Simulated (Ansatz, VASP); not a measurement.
## In3GaP4 (ordered alloy, x = 0.25, built in the cubic cell of 8 atoms (invented)): VASP beside Ansatz

Wanted: the spread between two codes on one cell, functional and k mesh. The cell is generated by rule, not measured, and may not be a known phase. The cell is taken from a series of runs on this material, whose earlier steps may have relaxed, scaled, displaced or heated it; both programs get it as it stands.

Method: plane waves, with VASP 6.6.1 beside it; r2SCAN, in Ansatz 0.2.0.

**1. The structure**

The structure is cubic, space group P-43m (No. 215). Conventional cell: a = 5.797 Å, b = 5.797 Å, c = 5.797 Å, α = 90.00°, β = 90.00°, γ = 90.00°. Ga has 4 P at 2.40 Å nearest. Nearest to In lie 4 P at 2.55 Å. Nearest to P lie 1 Ga at 2.40 Å and 3 In at 2.55 Å. Farther neighbours are not listed.

**2. VASP: relaxation of cell and atoms, r2SCAN**

The relaxed volume is the usual yardstick between codes: in a stiff, nearly cubic crystal its relative difference is about their pressure difference at one cell divided by the bulk modulus.

Lines of VASP's logs that name or quote its potential files are left out, and so is its time.

The input, INCAR:

```
SYSTEM = In3GaP4
PREC = Accurate
ENCUT = 550
EDIFF = 1E-07
NELM = 120
ISMEAR = 0
SIGMA = 0.02
LREAL = .FALSE.
ALGO = Normal
METAGGA = R2SCAN
LASPH = .TRUE.
NBANDS = 44
LORBIT = 11
LWAVE = .FALSE.
LCHARG = .FALSE.
ISIF = 3
IBRION = 2
NSW = 80
EDIFFG = -0.005
GGA_COMPAT = .FALSE.
NELMIN = 4
EFERMI = MIDGAP
LMIXTAU = .TRUE.
KPAR = 2
```

The input, POSCAR:

```
In3GaP4
1.0
    5.7967000000      0.0000000000      0.0000000000
    0.0000000000      5.7967000000      0.0000000000
    0.0000000000      0.0000000000      5.7967000000
Ga In P
1 3 4
Direct
    0.0000000000      0.0000000000      0.0000000000
    0.0000000000      0.5000000000      0.5000000000
    0.5000000000      0.0000000000      0.5000000000
    0.5000000000      0.5000000000      0.0000000000
    0.2389751065      0.2389751065      0.2389751065
    0.2389751065      0.7610248935      0.7610248935
    0.7610248935      0.2389751065      0.7610248935
    0.7610248935      0.7610248935      0.2389751065
```

The input, KPOINTS:

```
Automatic mesh
0
Gamma
4 4 4
0 0 0
```

Potentials, in the order of the species: Ga_d, In_d and P (PBE family, release 64).

Command:

```bash
> mpirun -np 2 vasp_std
```

Numbers of over 12 decimals in the logs are rounded to 6 here.

What it wrote:

```text
[banner, memory and clock lines left out]
running    2 mpi-ranks, on    1 nodes
 distrk:  each k-point on    1 cores,    2 groups
 distr:  one band on    1 cores,    1 groups

 POSCAR found type information on POSCAR GaInP
 POSCAR found :  3 types and       8 ions
|                                                                             |
|               ----> ADVICE to this user running VASP <----                  |
|                                                                             |
|     You enforced a specific xc type in the INCAR file but a different       |
|     [... a line on the potential file left out ...]
|     I HOPE YOU KNOW WHAT YOU ARE DOING!                                     |
|                                                                             |

 LDA part: xc-table for (None), standard interpolation
 POSCAR, INCAR and KPOINTS ok, starting setup
 FFT: planning ... GRIDC
 FFT: planning ... GRID_SOFT
 FFT: planning ... GRID
 WAVECAR not read
 entering main loop
       N       E                     dE             d eps       ncg     rms          rms(c)
DAV:   1     0.637133292786E+03    0.63713E+03   -0.34999E+04   936   0.214E+03
DAV:   2    -0.151512929560E+02   -0.65228E+03   -0.63585E+03   904   0.556E+02
DAV:   3    -0.123795431225E+03   -0.10864E+03   -0.10646E+03  1020   0.218E+02
DAV:   4    -0.131027713895E+03   -0.72323E+01   -0.71809E+01  1116   0.529E+01
DAV:   5    -0.131333007496E+03   -0.30529E+00   -0.30486E+00  1328   0.110E+01    0.148E+01
DAV:   6    -0.121899590113E+03    0.94334E+01   -0.73756E+00  1172   0.390E+01    0.766E+00
DAV:   7    -0.116264703294E+03    0.56349E+01   -0.18746E+00   944   0.106E+01    0.370E+00
DAV:   8    -0.118098479957E+03   -0.18338E+01   -0.22249E+00   916   0.875E+00    0.233E+00
DAV:   9    -0.118074509299E+03    0.23971E-01   -0.20278E-01  1040   0.342E+00    0.114E+00
DAV:  10    -0.118122067642E+03   -0.47558E-01   -0.16983E-01  1212   0.255E+00    0.181E-01
DAV:  11    -0.118187857067E+03   -0.65789E-01   -0.13281E-01   904   0.224E+00    0.370E-01
DAV:  12    -0.118193660315E+03   -0.58032E-02   -0.51652E-03  1096   0.419E-01    0.295E-01
DAV:  13    -0.118197067217E+03   -0.34069E-02   -0.20007E-02   976   0.905E-01    0.151E-01
DAV:  14    -0.118201281973E+03   -0.42148E-02   -0.24345E-03   940   0.340E-01    0.248E-01
[...]
DAV:  19    -0.118202195158E+03   -0.86063E-04   -0.24324E-04  1172   0.144E-01    0.135E-01
DAV:  20    -0.118202222622E+03   -0.27464E-04   -0.32105E-04  1172   0.161E-01    0.187E-02
DAV:  21    -0.118202230088E+03   -0.74653E-05   -0.40725E-05   972   0.355E-02    0.436E-02
DAV:  22    -0.118202229583E+03    0.50474E-06   -0.31627E-06  1136   0.118E-02    0.346E-02
DAV:  23    -0.118202227789E+03    0.17945E-05   -0.71835E-07   948   0.527E-03    0.432E-02
DAV:  24    -0.118202249279E+03   -0.21490E-04   -0.11955E-05   928   0.236E-02    0.504E-03
DAV:  25    -0.118202253837E+03   -0.45578E-05   -0.57212E-06  1088   0.199E-02    0.452E-03
DAV:  26    -0.118202253908E+03   -0.71694E-07   -0.41114E-07   868   0.731E-03
   1 F= -.11820225E+03 E0= -.11820225E+03  d E =-.118202E+03
[... from here on, the cycles between the ionic steps are left out ...]
   2 F= -.11820271E+03 E0= -.11820271E+03  d E =-.455354E-03
   3 F= -.11820284E+03 E0= -.11820284E+03  d E =-.586530E-03
   4 F= -.11820284E+03 E0= -.11820284E+03  d E =-.587448E-03
   5 F= -.11820269E+03 E0= -.11820269E+03  d E =-.440190E-03
   6 F= -.11820284E+03 E0= -.11820284E+03  d E =-.587162E-03
   7 F= -.11820284E+03 E0= -.11820284E+03  d E =-.584635E-03
   8 F= -.11820284E+03 E0= -.11820284E+03  d E =-.586434E-03
 curvature:  -0.02 expect dE=-0.146E-06 dE for cont linesearch -0.311E-09
 ZBRENT: accuracy reached
 trial: gam= 0.00151 g(F)=  0.750E-05 g(S)=  0.183E-08 ort = 0.507E-05 (trialstep = 0.930E+00)
 search vector abs. value=  0.752E-05
 bond charge predicted
       N       E                     dE             d eps       ncg     rms          rms(c)
DAV:   1    -0.118202843825E+03   -0.33839E-05   -0.16187E-04   916   0.389E-02    0.719E-03
DAV:   2    -0.118202846256E+03   -0.24307E-05   -0.14655E-05  1124   0.190E-02    0.162E-03
DAV:   3    -0.118202846712E+03   -0.45568E-06   -0.55018E-07   896   0.495E-03    0.118E-03
DAV:   4    -0.118202847111E+03   -0.39925E-06   -0.12610E-07   592   0.243E-03    0.490E-04
DAV:   5    -0.118202847338E+03   -0.22736E-06   -0.30977E-08   492   0.150E-03    0.136E-04
DAV:   6    -0.118202847440E+03   -0.10147E-06   -0.18097E-08   488   0.107E-03    0.132E-04
DAV:   7    -0.118202847428E+03    0.11899E-07   -0.51643E-09   480   0.621E-04
   9 F= -.11820285E+03 E0= -.11820285E+03  d E =-.708518E-05
 trial-energy change:   -0.000007  1 .order   -0.000005   -0.000007   -0.000003
 step:   1.0925(harm=  1.6920)  dis= 0.00019  next Energy=  -118.202848 (dE=-0.737E-05)
 reached required accuracy - stopping structural energy minimisation
```

From OUTCAR (step 2):

```text
ion  position               nearest neighbor table
   1  0.000  0.000  0.000-   5 2.40   6 2.40   7 2.40   8 2.40
   2  0.000  0.500  0.500-   5 2.55   6 2.55   7 2.55   8 2.55
   3  0.500  0.000  0.500-   5 2.55   6 2.55   7 2.55   8 2.55
   4  0.500  0.500  0.000-   5 2.55   6 2.55   7 2.55   8 2.55
   5  0.239  0.239  0.239-   1 2.40   2 2.55   3 2.55   4 2.55
   6  0.239  0.761  0.761-   1 2.40   2 2.55   3 2.55   4 2.55
   7  0.761  0.239  0.761-   1 2.40   2 2.55   3 2.55   4 2.55
   8  0.761  0.761  0.239-   1 2.40   2 2.55   3 2.55   4 2.55

  LATTYP: Found a simple cubic cell.
 ALAT       =     5.7967000000

 Subroutine GETGRP returns: Found 24 space group operations
 (whereof 24 operations were pure point group operations)

The static configuration has the point symmetry T_d .

 Found     10 irreducible k-points:

   k-points           NKPTS =     10   k-points in BZ     NKDIM =     10   number of bands    NBANDS=     44

   dimension x,y,z NGX =    48 NGY =   48 NGZ =   48
   dimension x,y,z NGXF=    96 NGYF=   96 NGZF=   96

   ENCUT  =  550.0 eV  40.42 Ry    6.36 a.u.  11.08 11.08 11.08*2*pi/ulx,y,z

   NELECT =      72.0000    total number of electrons

 k-points in reciprocal lattice and weights: Automatic mesh
   0.00000000  0.00000000  0.00000000       0.016
   0.25000000  0.00000000  0.00000000       0.094
   0.50000000  0.00000000  0.00000000       0.047
   0.25000000  0.25000000  0.00000000       0.188
   0.50000000  0.25000000  0.00000000       0.188
   0.50000000  0.50000000  0.00000000       0.047
   0.25000000  0.25000000  0.25000000       0.125
   0.50000000  0.25000000  0.25000000       0.188
   0.50000000  0.50000000  0.25000000       0.094
   0.50000000  0.50000000  0.50000000       0.016

 average (electrostatic) potential at core
       1 -69.9650       2-101.4593       3-101.4593       4-101.4593       5 -86.0292
       6 -86.0292       7 -86.0292       8 -86.0292

 E-fermi :   5.3593

 k-point     1 :       0.0000    0.0000    0.0000
  band No.  band energies     occupation
    ...
     32       2.4218      2.00000
     33       2.4218      2.00000
     34       4.7460      2.00000
     35       4.7460      2.00000
     36       4.7460      2.00000
     37       5.9726      0.00000
     38       6.7854      0.00000
     39       6.7854      0.00000
     40       6.7854      0.00000
     41       7.1132      0.00000
    ...

 k-point     2 :       0.2500    0.0000    0.0000
  band No.  band energies     occupation
    ...
     32       2.5819      2.00000
     33       2.5819      2.00000
     34       3.2746      2.00000
     35       4.2386      2.00000
     36       4.2386      2.00000
     37       6.8844      0.00000
     38       7.2980      0.00000
     39       7.6408      0.00000
     40       7.7209      0.00000
     41       7.7209      0.00000
    ...

 k-point     3 :       0.5000    0.0000    0.0000
  band No.  band energies     occupation
    ...
     32       1.7577      2.00000
     33       3.1198      2.00000
     34       3.1198      2.00000
     35       3.4622      2.00000
     36       3.4622      2.00000
     37       7.4037      0.00000
     38       7.4316      0.00000
     39       8.2398      0.00000
     40       8.4749      0.00000
     41       9.3965      0.00000
    ...

  Total       -0.0015495     -0.0015495     -0.0015495     -0.0000000     -0.0000000      0.0000000
  in kB       -0.0127906     -0.0127906     -0.0127906     -0.0000000     -0.0000000      0.0000000
  external PRESSURE =      -0.0127906 kB  Pullay stress =       0.0000000 kB

  energy-cutoff  :      550.00
  volume of cell :      194.10
      direct lattice vectors                 reciprocal lattice vectors
     5.789909665 -0.000000000  0.000000000     0.172714266  0.000000000 -0.000000000
    -0.000000000  5.789909665 -0.000000000    -0.000000000  0.172714266  0.000000000
     0.000000000 -0.000000000  5.789909665    -0.000000000  0.000000000  0.172714266

 POSITION                                       TOTAL-FORCE (eV/Angst)
 -----------------------------------------------------------------------------------
      0.00000      0.00000      0.00000        -0.000000     -0.000000      0.000000
      0.00000      2.89495      2.89495         0.000000     -0.000000      0.000000
      2.89495     -0.00000      2.89495        -0.000000     -0.000000     -0.000000
      2.89495      2.89495      0.00000        -0.000000     -0.000000     -0.000000
      1.38338      1.38338      1.38338        -0.001618     -0.001618     -0.001618
      1.38338      4.40653      4.40653        -0.001618      0.001618      0.001618
      4.40653      1.38338      4.40653         0.001618     -0.001618      0.001618
      4.40653      4.40653      1.38338         0.001618      0.001618     -0.001618
 -----------------------------------------------------------------------------------
    total drift:                               -0.000000     -0.000000      0.000000

  FREE ENERGIE OF THE ION-ELECTRON SYSTEM (eV)
  ---------------------------------------------------
  free  energy   TOTEN  =      -118.2028474280 eV

  energy  without entropy=     -118.2028474280  energy(sigma->0) =     -118.20284743

 reached required accuracy - stopping structural energy minimisation

 total charge
# of ion       s       p       d       tot
------------------------------------------
    1        0.823   0.776  10.013  11.612
    2        0.819   0.801   9.901  11.521
    3        0.819   0.801   9.901  11.521
    4        0.819   0.801   9.901  11.521
    5        1.016   1.513   0.000   2.529
    6        1.016   1.513   0.000   2.529
    7        1.016   1.513   0.000   2.529
    8        1.016   1.513   0.000   2.529
--------------------------------------------------
tot          7.341   9.231  39.716  56.289

[... 3 further parts left out ...]
```

The run keeps the 24 symmetry operations of its start, so it cannot find a distortion of lower symmetry.

(Part 1 of 2 ends here.)

[Lines on the potential files, build, host, timing and source positions are cut from VASP's logs without a mark.]

[Logs are printed without paths, hosts, clocks, repeated set-up lines and the standing remarks that a program may print on its own settings, such as how far it seeks lower states.]

[Hosts, paths, dates, database ids (printed as entryN), source tags and the programs' standing remarks are cut or masked in the printed files.]
